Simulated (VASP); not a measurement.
# W3C (Cmcm) in VASP: single point with PBE

Aim: the single point of W3C with PBE.

Everything below comes from runs of VASP 6.6.1. Logs are shortened: lines on timing, memory, paths and dates and some standing lists are left out, and cuts for length are marked.

## (1) Starting point

It takes space group Cmcm (No. 63, orthorhombic). Conventional cell: a = 5.921 Å, b = 8.850 Å, c = 3.997 Å, α = 90.00°, β = 90.00°, γ = 90.00°. W (site symmetry m2m) has 8 W at 2.47 to 2.70 Å and 2 C at 2.63 Å as nearest neighbours. W (site symmetry m) is surrounded by 7 W at 2.47 to 2.70 Å and 4 C at 2.63 to 2.72 Å. Around C (site symmetry m2m) lie 12 W at 2.63 to 2.98 Å.

The cell was built by a generator and needn't be a form met in nature.

## (2) Single point, PBE

Contents of INCAR:

```
ALGO = Fast
EDIFF = 1E-7
ENCUT = 520
GGA = PE
ISIF = 2
ISMEAR = 0
LASPH = T
LCHARG = F
LREAL = F
LWAVE = F
NBANDS = 56
NELM = 100
PREC = Accurate
SIGMA = 0.1
```

Contents of KPOINTS:

```
k-points
0
Gamma
  4 4 4
```

Contents of POSCAR:

```
W3C
1.0
    2.9603775499     -4.4249371317      0.0000000000
    2.9603775499      4.4249371317      0.0000000000
    0.0000000000      0.0000000000      3.9969056319
W C
6 2
Direct
    0.1751000000      0.8249000000      0.2500000000
    0.8249000000      0.1751000000      0.7500000000
    0.1179000000      0.3079000000      0.2500000000
    0.8821000000      0.6921000000      0.7500000000
    0.3079000000      0.1179000000      0.7500000000
    0.6921000000      0.8821000000      0.2500000000
    0.6321000000      0.3679000000      0.2500000000
    0.3679000000      0.6321000000      0.7500000000
```

Potentials or basis: VASP PAW PBE potentials, release 64 (W_sv, C).

Launch:

```
$ cat potpaw_PBE.64/W_sv/POTCAR potpaw_PBE.64/C/POTCAR > POTCAR
$ mpirun -np 1 vasp_std > vasp.out
```

OUTCAR:

```text
EDIFF = 1E-7
   ENCUT = 520
   GGA = PE
   ISIF = 2
   ISMEAR = 0
   LASPH = T
   LREAL = F
   NELM = 100
   PREC = Accurate

 ion  position               nearest neighbor table
   1  0.175  0.825  0.250-   4 2.47   5 2.47   4 2.47   5 2.47   8 2.63   8 2.63   6 2.65   3 2.65
                             6 2.70   3 2.70
   2  0.825  0.175  0.750-   3 2.47   6 2.47   3 2.47   6 2.47   7 2.63   7 2.63   4 2.65   5 2.65
                             4 2.70   5 2.70
   3  0.118  0.308  0.250-   2 2.47   2 2.47   6 2.52   5 2.61   5 2.61   7 2.63   8 2.64   8 2.64
                             1 2.65   1 2.70   7 2.72   6 3.40   4 3.42   4 3.42
   4  0.882  0.692  0.750-   1 2.47   1 2.47   5 2.52   6 2.61   6 2.61   8 2.63   7 2.64   7 2.64
                             2 2.65   2 2.70   8 2.72   5 3.40   3 3.42   3 3.42
   5  0.308  0.118  0.750-   1 2.47   1 2.47   4 2.52   3 2.61   3 2.61   8 2.63   7 2.64   7 2.64
                             2 2.65   2 2.70   8 2.72   4 3.40   6 3.42   6 3.42
   6  0.692  0.882  0.250-   2 2.47   2 2.47   3 2.52   4 2.61   4 2.61   7 2.63   8 2.64   8 2.64
                             1 2.65   1 2.70   7 2.72   3 3.40   5 3.42   5 3.42
   7  0.632  0.368  0.250-   2 2.63   2 2.63   6 2.63   3 2.63   4 2.64   4 2.64   5 2.64   5 2.64
                             3 2.72   6 2.72
   8  0.368  0.632  0.750-   1 2.63   1 2.63   4 2.63   5 2.63   3 2.64   3 2.64   6 2.64   6 2.64
                             5 2.72   4 2.72

  LATTYP: Found a base centered orthorhombic cell.
 ALAT       =     5.9207550998
 B/A-ratio  =     1.4947205406
 C/A-ratio  =     0.6750668731

  Lattice vectors:

 A1 = (   2.9603775499,  -4.4249371317,   0.0000000000)
 A2 = (   2.9603775499,   4.4249371317,   0.0000000000)
 A3 = (   0.0000000000,   0.0000000000,   3.9969056319)

Analysis of symmetry for initial positions (statically):
=====================================================================
 Subroutine PRICEL returns:
 Original cell was already a primitive cell.

 Routine SETGRP: Setting up the symmetry group for a
 base centered orthorhombic supercell.

 Subroutine GETGRP returns: Found  8 space group operations
 (whereof  4 operations were pure point group operations)
 out of a pool of  8 trial point group operations.

The static configuration has the point symmetry C_2h.
 The point group associated with its full space group is D_2h.

Analysis of symmetry for dynamics (positions and initial velocities):
=====================================================================
 Subroutine PRICEL returns:
 Original cell was already a primitive cell.

 Routine SETGRP: Setting up the symmetry group for a
 base centered orthorhombic supercell.

 Subroutine GETGRP returns: Found  8 space group operations
 (whereof  4 operations were pure point group operations)
 out of a pool of  8 trial point group operations.

The dynamic configuration has the point symmetry C_2h.
 The point group associated with its full space group is D_2h.

 Subroutine INISYM returns: Found  8 space group operations
 (whereof  4 operations are pure point group operations),
 and found     1 'primitive' translations

----------------------------------------------------------------------------------------

                                     Primitive cell

  volume of cell :     104.7148

  direct lattice vectors                    reciprocal lattice vectors
     2.960377550 -4.424937132  0.000000000     0.168897376 -0.112995956  0.000000000
     2.960377550  4.424937132  0.000000000     0.168897376  0.112995956  0.000000000
     0.000000000  0.000000000  3.996905632     0.000000000  0.000000000  0.250193548

  length of vectors
     5.323899309  5.323899309  3.996905632     0.203210260  0.203210260  0.250193548

  position of ions in fractional coordinates (direct lattice)
     0.175100000  0.824900000  0.250000000
     0.824900000  0.175100000  0.750000000
     0.117900000  0.307900000  0.250000000
     0.882100000  0.692100000  0.750000000
     0.307900000  0.117900000  0.750000000
     0.692100000  0.882100000  0.250000000
     0.632100000  0.367900000  0.250000000
     0.367900000  0.632100000  0.750000000

  ion indices of the primitive-cell ions
   primitive index   ion index
                 1           1
                 2           2
                 3           3
                 4           4
                 5           5
                 6           6
                 7           7
                 8           8

----------------------------------------------------------------------------------------

 KPOINTS: k-points

Automatic generation of k-mesh.
 Grid dimensions read from file:
 generate k-points for:    4    4    4

 Generating k-lattice:

  Cartesian coordinates                     Fractional coordinates (reciprocal lattice)
     0.042224344 -0.028248989  0.000000000     0.250000000  0.000000000  0.000000000
     0.042224344  0.028248989  0.000000000     0.000000000  0.250000000  0.000000000
     0.000000000  0.000000000  0.062548387     0.000000000  0.000000000  0.250000000

  Length of vectors
     0.050802565  0.050802565  0.062548387

  Shift w.r.t. Gamma in fractional coordinates (k-lattice)
     0.000000000  0.000000000  0.000000000

 Subroutine IBZKPT returns following result:
 ===========================================

 Found     21 irreducible k-points:

 Following reciprocal coordinates:
            Coordinates               Weight
  0.000000  0.000000  0.000000      1.000000
  0.250000  0.000000  0.000000      4.000000
  0.500000  0.000000  0.000000      2.000000
  0.250000  0.250000  0.000000      2.000000
  0.500000  0.250000  0.000000      4.000000
 -0.250000  0.250000  0.000000      2.000000
[... 13 lines left out ...]
 -0.250000  0.250000  0.500000      2.000000
  0.500000  0.500000  0.500000      1.000000
   k-points           NKPTS =     21   k-points in BZ     NKDIM =     21   number of bands    NBANDS=     56
   number of dos      NEDOS =    301   number of ions     NIONS =      8
   total plane-waves  NPLWV =  48000
   dimension x,y,z NGX =    40 NGY =   40 NGZ =   30
   dimension x,y,z NGXF=    80 NGYF=   80 NGZF=   60
   ions per type =               6   2
   NGX,Y,Z   is equivalent  to a cutoff of  12.49, 12.49, 12.48 a.u.
   NGXF,Y,Z  is equivalent  to a cutoff of  24.98, 24.98, 24.96 a.u.
 SYSTEM =  unknown system
   PREC   = accura    normal or accurate (medium, high low for compatibility)
   ISTART =      0    job   : 0-new  1-cont  2-samecut
   ICHARG =      2    charge: 1-file 2-atom 10-const
   ISPIN  =      1    spin polarized calculation?
   LNONCOLLINEAR =      F non collinear calculations
   LSORBIT =      F    spin-orbit coupling
   LASPH  =      T    aspherical Exc in radial PAW
   ENCUT  =  520.0 eV  38.22 Ry    6.18 a.u.   9.90  9.90  7.43*2*pi/ulx,y,z
   NELM   =    100;   NELMIN=  2; NELMDL= -5     # of ELM steps
   EDIFF  = 0.1E-06   stopping-criterion for ELM
   LREAL  =      F    real-space projection
   EDIFFG = 0.1E-05   stopping-criterion for IOM
   NSW    =      0    number of steps for IOM
   IBRION =     -1    ionic relax: 0-MD 1-quasi-New 2-CG
   NFREE  =      0    steps in history (QN), initial steepest desc. (CG)
   ISIF   =      2    stress and relaxation
   ISYM   =      2    0-nonsym 1-usesym 2-fastsym
   POTIM  = 0.5000    time-step for ionic-motion
   TEBEG  =    0.0;   TEEND  =   0.0 temperature during run
   PSTRESS=    0.0 pullay stress
   NELECT =      92.0000    total number of electrons
   NUPDOWN=      -1.0000    fix difference up-down
   EMIN   =  10.00;   EMAX   =-10.00  energy-range for DOS
   EFERMI =   0.00;   METHOD = LEGACY
   ISMEAR =     0;   SIGMA  =   0.10  broadening in eV -4-tet -1-fermi 0-gaus
   EFERMI_NEDOS =   21; number of points for ismear=-14 and -15
   IALGO  =     68    algorithm
   IMIX   =      4    mixing-type and parameters
     AMIX     =   0.40;   BMIX     =  1.00
     AMIX_MAG =   1.60;   BMIX_MAG =  1.00
  volume/ion in A,a.u.               =      13.09        88.33
  Fermi-wavevector in a.u.,A,eV,Ry     =   1.567959  2.963013 33.449867  2.458496
  Thomas-Fermi vector in A             =   2.670062
   LORBIT       =      0    0 simple, 1 ext, 2 COOP (PROOUT), +10 PAW based schemes
   GGA     = PE    functional components
   LHFCALC =     F    Hartree Fock is set to
   AEXX    =    0.0000 exact exchange contribution
   IVDW    =     0    specifies the selected vdW correction
   LEPSILON=     F    determine dielectric tensor
   LRPA    =     F    only Hartree local field effects (RPA)
 non-spin polarized calculation
 RMM-DIIS sequential band-by-band and
 Gauss-broadening in eV      SIGMA  =   0.10
  energy-cutoff  :      520.00
  volume of cell :      104.71
 maximum number of plane-waves:      2843
   NGX = 19   NGY = 19   NGZ = 15

 number of electron      91.9999986 magnetization

 Free energy of the ion-electron system (eV)
  ---------------------------------------------------
  ext. energy  EPLUGINS =         0.00000000
  ---------------------------------------------------
  free energy    TOTEN  =       -82.28679920 eV

  energy without entropy =      -82.26468894  energy(sigma->0) =      -82.27574407

 E-fermi :  11.6360     XC(G=0): -13.6306

 val. band max:       11.5800011586   @ k =   0.5000   0.0000   0.2500
 cond. band min:      11.6668486699   @ k =   0.2500   0.0000   0.2500
 fundamental gap:      0.0868475114
 Fermi energy:        11.6359788717

 k-point     1 :       0.0000    0.0000    0.0000
  band No.  band energies     occupation
      1     -62.4881      2.00000
      2     -62.3186      2.00000
      3     -62.3182      2.00000
      4     -62.2145      2.00000
      5     -61.9523      2.00000
      6     -61.8938      2.00000
[... 48 lines left out ...]
     55      14.7499      0.00000
     56      14.9339      0.00000

 k-point     2 :       0.2500    0.0000    0.0000
  band No.  band energies     occupation
      1     -62.4777      2.00000
      2     -62.3298      2.00000
      3     -62.3175      2.00000
      4     -62.2157      2.00000
      5     -61.9443      2.00000
      6     -61.9008      2.00000
[... 1114 lines left out ...]
  band No.  band energies     occupation
      1     -62.3515      2.00000
      2     -62.3515      2.00000
      3     -62.2662      2.00000
      4     -62.2662      2.00000
      5     -61.9777      2.00000
      6     -61.9777      2.00000
[... 48 lines left out ...]
     55      14.9737      0.00000
     56      15.2624      0.00000

------------------------ aborting loop because EDIFF is reached ----------------------------------------

  FORCE on cell =-STRESS in cart. coord.  units (eV):
  Direction    XX          YY          ZZ          XY          YZ          ZX
  --------------------------------------------------------------------------------------
  -------------------------------------------------------------------------------------
  Total       25.7618318      9.2124034     42.7910479      0.0000000      0.0000000      0.0000000
  in kB      394.1660588    140.9533595    654.7196986      0.0000000      0.0000000      0.0000000
  external PRESSURE =     396.6130390 kB  Pullay stress =       0.0000000 kB

 VOLUME and BASIS-vectors are now :
 -----------------------------------------------------------------------------
  energy-cutoff  :      520.00
  volume of cell :      104.71
      direct lattice vectors                 reciprocal lattice vectors
     2.960377550 -4.424937132  0.000000000     0.168897376 -0.112995956  0.000000000
     2.960377550  4.424937132  0.000000000     0.168897376  0.112995956  0.000000000
     0.000000000  0.000000000  3.996905632     0.000000000  0.000000000  0.250193548

 POSITION                                       TOTAL-FORCE (eV/Angst)
 -----------------------------------------------------------------------------------
      2.96038      2.87532      0.99923         0.000000     -2.026949      0.000000
      2.96038     -2.87532      2.99768         0.000000      2.026949     -0.000000
      1.26053      0.84074      0.99923         5.195590     -0.985167      0.000000
      4.66023     -0.84074      2.99768        -5.195590      0.985167     -0.000000
      1.26053     -0.84074      2.99768         5.195590      0.985167     -0.000000
      4.66023      0.84074      0.99923        -5.195590     -0.985167      0.000000
      2.96038     -1.16907      0.99923         0.000000     -0.423566      0.000000
      2.96038      1.16907      2.99768         0.000000      0.423566      0.000000
 -----------------------------------------------------------------------------------
    total drift:                                0.000000      0.000000     -0.000000

  FREE ENERGIE OF THE ION-ELECTRON SYSTEM (eV)
  ---------------------------------------------------
  free  energy   TOTEN  =       -82.2867992036 eV

  energy  without entropy=      -82.2646889415  energy(sigma->0) =      -82.27574407
```

Run time: 85 s. Hardware: 1 thread of Intel Xeon 6975P-C (Granite Rapids), shared host; peak memory 0.26 GiB.

Results:

| Quantity | Value |
| --- | --- |
| Free energy | -82.2868 eV |
| Pressure | 39.7 GPa |
| Largest force | 5.288 eV/Å |
| Band gap on the k mesh | none (metal or under the smearing width) |

Forces in eV/Å, atoms in the order of the input:
```
W    0.000 -2.027  0.000
W    0.000  2.027  0.000
W    5.196 -0.985  0.000
W   -5.196  0.985  0.000
W    5.196  0.985  0.000
W   -5.196 -0.985  0.000
C    0.000 -0.424  0.000
C    0.000  0.424  0.000
```

Caveat: the k mesh is coarse (spacing up to 0.39 Å⁻¹), so the values aren't converged; a pressure of tens of GPa on the cell as given is suspect, and the run, the potentials or the cell itself is likely at fault; forces of over 1 eV/Å show positions far from the minimum, so gaps and moduli don't describe the material at rest.
